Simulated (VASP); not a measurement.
# CdSe (Cadmoselite) (P6_3mc) in VASP: a series of runs

One crystal, CdSe (Cadmoselite), is run at these levels: PBE; tasks: relaxation of cell and atoms.

Program: VASP 6.6.1. These are calculated values, not measurements. Logs are shortened: lines on timing, memory, paths and dates and some standing lists are left out, and cuts for length are marked.

## Step 1: Starting point

It takes space group P6_3mc (No. 186, hexagonal). Conventional cell: a = 4.300 Å, b = 4.300 Å, c = 7.020 Å, α = 90.00°, β = 90.00°, γ = 120.00°. Around Cd (site symmetry 3m) lie 4 Se at 2.61 to 2.70 Å. Around Se (site symmetry 3m) lie 4 Cd at 2.61 to 2.70 Å.

## Step 2: Relaxation of cell and atoms, PBE

INCAR

```
  PREC = Accurate
  ENCUT = 600
  EDIFF = 1E-6
  ISMEAR = 0
  SIGMA = 0.03
  LREAL = F
  LASPH = T
  NELM = 80
  ALGO = Normal
  ISIF = 3
  LWAVE = F
  LCHARG = F
  GGA = PE
  IBRION = 2
  NSW = 90
  EDIFFG = -0.01
  KPAR = 2
```

KPOINTS

```
regular mesh
0
Gamma
  9 9 4
```

POSCAR

```
CdSe
1.0
    4.3000000000      0.0000000000      0.0000000000
   -2.1500000000      3.7239092363      0.0000000000
    0.0000000000      0.0000000000      7.0200000000
Cd Se
2 2
Direct
    0.3333333333      0.6666666667      0.0000000000
    0.6666666667      0.3333333333      0.5000000000
    0.3333333333      0.6666666667      0.3850000000
    0.6666666667      0.3333333333      0.8850000000
```

Potentials or basis: VASP PAW PBE potentials, release 64 (Cd, Se).

Command:

```
$ cat potpaw_PBE.64/Cd/POTCAR potpaw_PBE.64/Se/POTCAR > POTCAR
$ mpirun -np 2 vasp_std > vasp.out
```

OUTCAR:

```text
PREC = Accurate
   ENCUT = 600
   EDIFF = 1E-6
   ISMEAR = 0
   LREAL = F
   LASPH = T
   NELM = 80
   ISIF = 3
   GGA = PE
   IBRION = 2
   NSW = 90
   EDIFFG = -0.01

 ion  position               nearest neighbor table
   1  0.333  0.667  0.000-   4 2.61   4 2.61   4 2.61   3 2.70
   2  0.667  0.333  0.500-   3 2.61   3 2.61   3 2.61   4 2.70
   3  0.333  0.667  0.385-   2 2.61   2 2.61   2 2.61   1 2.70
   4  0.667  0.333  0.885-   1 2.61   1 2.61   1 2.61   2 2.70

  LATTYP: Found a hexagonal cell.
 ALAT       =     4.3000000000
 C/A-ratio  =     1.6325581395

  Lattice vectors:

 A1 = (   4.3000000000,   0.0000000000,   0.0000000000)
 A2 = (  -2.1500000000,   3.7239092363,   0.0000000000)
 A3 = (   0.0000000000,   0.0000000000,   7.0200000000)

Analysis of symmetry for initial positions (statically):
=====================================================================
 Subroutine PRICEL returns:
 Original cell was already a primitive cell.

 Routine SETGRP: Setting up the symmetry group for a
 hexagonal supercell.

 Subroutine GETGRP returns: Found 12 space group operations
 (whereof  6 operations were pure point group operations)
 out of a pool of 24 trial point group operations.

The static configuration has the point symmetry C_3v.
 The point group associated with its full space group is C_6v.

Analysis of symmetry for dynamics (positions and initial velocities):
=====================================================================
 Subroutine PRICEL returns:
 Original cell was already a primitive cell.

 Routine SETGRP: Setting up the symmetry group for a
 hexagonal supercell.

 Subroutine GETGRP returns: Found 12 space group operations
 (whereof  6 operations were pure point group operations)
 out of a pool of 24 trial point group operations.

The dynamic configuration has the point symmetry C_3v.
 The point group associated with its full space group is C_6v.

 Subroutine INISYM returns: Found 12 space group operations
 (whereof  6 operations are pure point group operations),
 and found     1 'primitive' translations

----------------------------------------------------------------------------------------

                                     Primitive cell

  volume of cell :     112.4099

  direct lattice vectors                    reciprocal lattice vectors
     4.300000000  0.000000000  0.000000000     0.232558140  0.134267504  0.000000000
    -2.150000000  3.723909236  0.000000000     0.000000000  0.268535009  0.000000000
     0.000000000  0.000000000  7.020000000     0.000000000  0.000000000  0.142450142

  length of vectors
     4.300000000  4.300000000  7.020000000     0.268535009  0.268535009  0.142450142

  position of ions in fractional coordinates (direct lattice)
     0.333333333  0.666666667  0.000000000
     0.666666667  0.333333333  0.500000000
     0.333333333  0.666666667  0.385000000
     0.666666667  0.333333333  0.885000000

  ion indices of the primitive-cell ions
   primitive index   ion index
                 1           1
                 2           2
                 3           3
                 4           4

----------------------------------------------------------------------------------------

 KPOINTS: regular mesh

Automatic generation of k-mesh.
 Grid dimensions read from file:
 generate k-points for:    9    9    4

 Generating k-lattice:

  Cartesian coordinates                     Fractional coordinates (reciprocal lattice)
     0.025839793  0.014918612  0.000000000     0.111111111  0.000000000  0.000000000
     0.000000000  0.029837223  0.000000000     0.000000000  0.111111111  0.000000000
     0.000000000  0.000000000  0.035612536     0.000000000  0.000000000  0.250000000

  Length of vectors
     0.029837223  0.029837223  0.035612536

  Shift w.r.t. Gamma in fractional coordinates (k-lattice)
     0.000000000  0.000000000  0.000000000

 Subroutine IBZKPT returns following result:
 ===========================================

 Found     36 irreducible k-points:

 Following reciprocal coordinates:
            Coordinates               Weight
  0.000000  0.000000  0.000000      1.000000
  0.111111 -0.000000  0.000000      6.000000
  0.222222  0.000000  0.000000      6.000000
  0.333333 -0.000000  0.000000      6.000000
  0.444444  0.000000  0.000000      6.000000
  0.111111  0.111111  0.000000      6.000000
[... 16 lines left out ...]
  0.333333  0.222222  0.250000     24.000000
  0.333333  0.333333  0.250000      4.000000
 [... further k-points ...]
   k-points           NKPTS =     36   k-points in BZ     NKDIM =     36   number of bands    NBANDS=     22
   number of dos      NEDOS =    301   number of ions     NIONS =      4
   total plane-waves  NPLWV =  72576
   dimension x,y,z NGX =    36 NGY =   36 NGZ =   56
   dimension x,y,z NGXF=    72 NGYF=   72 NGZF=  112
   ions per type =               2   2
   NGX,Y,Z   is equivalent  to a cutoff of  13.92, 13.92, 13.26 a.u.
   NGXF,Y,Z  is equivalent  to a cutoff of  27.84, 27.84, 26.52 a.u.
 SYSTEM =  unknown system
   PREC   = accura    normal or accurate (medium, high low for compatibility)
   ISTART =      0    job   : 0-new  1-cont  2-samecut
   ICHARG =      2    charge: 1-file 2-atom 10-const
   ISPIN  =      1    spin polarized calculation?
   LNONCOLLINEAR =      F non collinear calculations
   LSORBIT =      F    spin-orbit coupling
   LASPH  =      T    aspherical Exc in radial PAW
   ENCUT  =  600.0 eV  44.10 Ry    6.64 a.u.   8.59  8.59 14.02*2*pi/ulx,y,z
   NELM   =     80;   NELMIN=  2; NELMDL= -5     # of ELM steps
   EDIFF  = 0.1E-05   stopping-criterion for ELM
   LREAL  =      F    real-space projection
   EDIFFG = -.1E-01   stopping-criterion for IOM
   NSW    =     90    number of steps for IOM
   IBRION =      2    ionic relax: 0-MD 1-quasi-New 2-CG
   NFREE  =      1    steps in history (QN), initial steepest desc. (CG)
   ISIF   =      3    stress and relaxation
   ISYM   =      2    0-nonsym 1-usesym 2-fastsym
   POTIM  = 0.5000    time-step for ionic-motion
   TEBEG  =    0.0;   TEEND  =   0.0 temperature during run
   PSTRESS=    0.0 pullay stress
   NELECT =      36.0000    total number of electrons
   NUPDOWN=      -1.0000    fix difference up-down
   EMIN   =  10.00;   EMAX   =-10.00  energy-range for DOS
   EFERMI =   0.00;   METHOD = LEGACY
   ISMEAR =     0;   SIGMA  =   0.03  broadening in eV -4-tet -1-fermi 0-gaus
   EFERMI_NEDOS =   21; number of points for ismear=-14 and -15
   IALGO  =     38    algorithm
   IMIX   =      4    mixing-type and parameters
     AMIX     =   0.40;   BMIX     =  1.00
     AMIX_MAG =   1.60;   BMIX_MAG =  1.00
  volume/ion in A,a.u.               =      28.10       189.64
  Fermi-wavevector in a.u.,A,eV,Ry     =   1.120059  2.116604 17.068937  1.254531
  Thomas-Fermi vector in A             =   2.256702
   LORBIT       =      0    0 simple, 1 ext, 2 COOP (PROOUT), +10 PAW based schemes
   GGA     = PE    functional components
   LHFCALC =     F    Hartree Fock is set to
   AEXX    =    0.0000 exact exchange contribution
   IVDW    =     0    specifies the selected vdW correction
   LEPSILON=     F    determine dielectric tensor
   LRPA    =     F    only Hartree local field effects (RPA)
 conjugate gradient relaxation of ions
 non-spin polarized calculation
 Gauss-broadening in eV      SIGMA  =   0.03
  energy-cutoff  :      600.00
  volume of cell :      112.41
 maximum number of plane-waves:      3791
 NGX is ok and might be reduce to    36
   NGX = 17   NGY = 17   NGZ = 29

--------------------------------------- Ionic step        1  -------------------------------------------

 number of electron      35.9999991 magnetization

 Free energy of the ion-electron system (eV)
  ---------------------------------------------------
  ext. energy  EPLUGINS =         0.00000000
  ---------------------------------------------------
  free energy    TOTEN  =       -10.90519780 eV

  energy without entropy =      -10.90519780  energy(sigma->0) =      -10.90519780

------------------------ aborting loop because EDIFF is reached ----------------------------------------

  FORCE on cell =-STRESS in cart. coord.  units (eV):
  Direction    XX          YY          ZZ          XY          YZ          ZX
  --------------------------------------------------------------------------------------
  -------------------------------------------------------------------------------------
  Total        2.7970895      2.7970895      1.3248376      0.0000000     -0.0000000      0.0000000
  in kB       39.8668831     39.8668831     18.8828944      0.0000000     -0.0000000      0.0000000
  external PRESSURE =      32.8722202 kB  Pullay stress =       0.0000000 kB
[... 289 lines left out ...]
  energy  without entropy=      -10.9926299588  energy(sigma->0) =      -10.99262996

--------------------------------------- Ionic step        9  -------------------------------------------

 number of electron      36.0000011 magnetization

 Free energy of the ion-electron system (eV)
  ---------------------------------------------------
  ext. energy  EPLUGINS =         0.00000000
  ---------------------------------------------------
  free energy    TOTEN  =       -10.99291187 eV

  energy without entropy =      -10.99291187  energy(sigma->0) =      -10.99291187

 E-fermi :   0.6201     XC(G=0):  -8.6052

 val. band max:        0.4815996445   @ k =   0.0000   0.0000   0.0000
 cond. band min:       1.0129841889   @ k =   0.0000   0.0000   0.0000
 fundamental gap:      0.5313845444
 Fermi energy:         0.6200562444

 k-point     1 :       0.0000    0.0000    0.0000
  band No.  band energies     occupation
      1     -11.7955      2.00000
      2     -11.4706      2.00000
      3      -7.2621      2.00000
      4      -7.2582      2.00000
      5      -7.2582      2.00000
      6      -7.2016      2.00000
[... 574 lines left out ...]
      6      -7.0787      2.00000
[... 14 lines left out ...]
     21       5.2663      0.00000
     22       6.7780      0.00000

 [... further k-points ...]

------------------------ aborting loop because EDIFF is reached ----------------------------------------

  FORCE on cell =-STRESS in cart. coord.  units (eV):
  Direction    XX          YY          ZZ          XY          YZ          ZX
  --------------------------------------------------------------------------------------
  -------------------------------------------------------------------------------------
  Total        0.0203645      0.0203645     -0.0166757      0.0000000      0.0000000      0.0000000
  in kB        0.2728485      0.2728485     -0.2234247      0.0000000      0.0000000      0.0000000
  external PRESSURE =       0.1074241 kB  Pullay stress =       0.0000000 kB
[... 19 lines left out ...]
  FREE ENERGIE OF THE ION-ELECTRON SYSTEM (eV)
  ---------------------------------------------------
  free  energy   TOTEN  =       -10.9929118718 eV

  energy  without entropy=      -10.9929118718  energy(sigma->0) =      -10.99291187

 reached required accuracy - stopping structural energy minimisation
```

It took 4.2 min on 2 MPI ranks of Intel Xeon Platinum 8559C (Emerald Rapids), shared host; peak memory 0.32 GiB.

Results:

- Free energy: -10.9929 eV
- Relaxed volume: 29.90 Å³/atom
- Relaxed cell: a = 4.389 Å, b = 4.389 Å, c = 7.167 Å, α = 90.00°, β = 90.00°, γ = 120.00°
- Space group after relaxing (to 0.05 Å): P6_3mc (No. 186)
- Energy gained by relaxing: 21.9 meV/atom
- Ionic steps: 9
- Pressure after relaxing: 0.0 GPa
- Largest force after relaxing: 0.007 eV/Å
- Band gap on the k mesh: 0.53 eV, direct

Forces on the atoms (eV/Å):
```
Cd   0.000  0.000  0.007
Cd   0.000  0.000  0.007
Se   0.000  0.000 -0.007
Se   0.000  0.000 -0.007
```

Step by step:
```
step  energy change (eV)  largest force (eV/Å)  pressure (GPa)  volume (Å³)
   1              0.0000                0.2908            3.29       112.41
   2             -0.0773                0.0487           -0.86       122.04
   3             -0.0835                0.0922           -0.09       119.80
   4             -0.0835                0.0953           -0.01       119.65
   5             -0.0848                0.0650            0.04       119.49
   6             -0.0857                0.0135            0.14       119.23
   7             -0.0868                0.0095            0.02       119.52
   8             -0.0874                0.0029           -0.14       119.97
   9             -0.0877                0.0071            0.01       119.58
```

Final structure:
```
Cd Se
1.0
     4.38945    0.00000    0.00000
    -2.19473    3.80138    0.00000
     0.00000    0.00000    7.16659
Cd Se
2 2
Cartesian
  0.0000 2.5343 0.0325
  2.1947 1.2671 3.6158
  0.0000 2.5343 2.7267
  2.1947 1.2671 6.3100
```

Levels at points of the mesh, in eV from the valence-band top:
| k point | band 14 | band 15 | band 16 | band 17 | band 18 | band 19 | band 20 | band 21 | band 22 |
| --- | --- | --- | --- | --- | --- | --- | --- | --- | --- |
| (0.00, 0.00, 0.00) | -0.68 | -0.68 | -0.04 | 0.00 | 0.00 | 0.53 | 2.14 | 5.85 | 5.85 |
| (0.00, 0.00, 0.50) | -2.51 | -0.35 | -0.35 | -0.35 | -0.35 | 2.25 | 2.25 | 5.75 | 5.75 |

As with any semilocal functional, this PBE gap is likely too small. Zero-point motion and thermal expansion aren't in these numbers.

## Step 3: Relaxation of cell and atoms, PBE

This run uses another cell than the first one, of 29.90 Å³/atom, 1.064 times its volume.

Changes to INCAR since step 2:

```diff
@@ -2,3 +2,3 @@
   ENCUT = 600
-  EDIFF = 1E-6
+  EDIFF = 1E-7
   ISMEAR = 0
@@ -15,3 +15,3 @@
   NSW = 90
-  EDIFFG = -0.01
+  EDIFFG = -0.005
   KPAR = 2
```

KPOINTS is that of step 2.

POSCAR

```
CdSe                                    
1.0
    4.3894517690      0.0000000000      0.0000000000
   -2.1947258845      3.8013767407     -0.0000000000
   -0.0000000000      0.0000000000      7.1665861602
  Cd              Se            
     2     2
Direct
     0.3333333332999970    0.6666666667000030    0.0045314412270032
     0.6666666667000030    0.3333333332999970    0.5045314412270032
     0.3333333332999970    0.6666666667000030    0.3804685587729948
     0.6666666667000030    0.3333333332999970    0.8804685587729948
```

Potentials or basis: VASP PAW PBE potentials, release 64 (Cd, Se).

Command:

```
$ cat potpaw_PBE.64/Cd/POTCAR potpaw_PBE.64/Se/POTCAR > POTCAR
$ mpirun -np 2 vasp_std > vasp.out
```

It took 82 s on 2 MPI ranks of Intel Xeon Platinum 8559C (Emerald Rapids), shared host; peak memory 0.33 GiB.

It converged, with:

```yaml
Free_energy: -10.9948 eV
Energy_gained_by_relaxing: 0.0 meV/atom
Ionic_steps: 2
Pressure_after_relaxing: 0.0 GPa
Band_gap_on_the_k_mesh: 0.53 eV, direct
```

Forces on the atoms (eV/Å):
```
Cd   0.000  0.000  0.002
Cd   0.000  0.000  0.002
Se   0.000  0.000 -0.002
Se   0.000  0.000 -0.002
```

Final structure:
```xyz
4
Lattice="4.3899 0.0000 0.0000 -2.1950 3.8018 0.0000 0.0000 0.0000 7.1646" Properties=species:S:1:pos:R:3 pbc="T T T"
Cd    0.0000    2.5345    0.0328
Cd    2.1950    1.2673    3.6151
Se    0.0000    2.5345    2.7255
Se    2.1950    1.2673    6.3078
```

Levels at points of the mesh, in eV from the valence-band top:
| k point | band 15 | band 16 | band 17 | band 18 | band 19 | band 20 | band 21 | band 22 |
| --- | --- | --- | --- | --- | --- | --- | --- | --- |
| (0.00, 0.00, 0.00) | -0.68 | -0.04 | 0.00 | 0.00 | 0.53 | 2.14 | 5.85 | 5.85 |
| (0.00, 0.00, 0.50) | -0.36 | -0.36 | -0.36 | -0.36 | 2.25 | 2.25 | 5.76 | 5.76 |
